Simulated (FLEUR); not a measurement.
MgS (Niningerite):

```xyz
2
Lattice="0.0000 2.6016 2.6016 2.6016 0.0000 2.6016 2.6016 2.6016 0.0000" Properties=species:S:1:pos:R:3 pbc="T T T"
S     2.6016    2.6016    2.6016
Mg    0.0000    0.0000    0.0000
```

Base run:

| Property | Result |
| --- | --- |
| Program | FLEUR MaX-R8.1 (later development tree) |
| Functional | r2SCAN |
| Potentials or basis | all-electron |
| Basis | FLAPW |
| Kmax | 4.3 1/bohr |
| k mesh | 9 × 9 × 9 |
| Occupations | fermi-dirac, width 0.05 eV |
| Spin | no spin polarisation |

Its results: band gap on the k mesh 3.59 eV, indirect (least direct gap 4.62 eV).

Problem. The run is repeated on the same cell with these changes: functional from r2SCAN to PBEsol. What comes out?

Solution. Band gap on the k mesh 2.83 eV, indirect (least direct gap 3.59 eV).

r2SCAN gives the wider gap, since meta-GGAs in the generalised Kohn-Sham scheme recover part of the derivative discontinuity.

Caveats: the mesh misses the band edges, which the band path finds closer together; the meta-GGA is that of a development version, with a GGA for the radial functions and cores and without core tails (some runs).
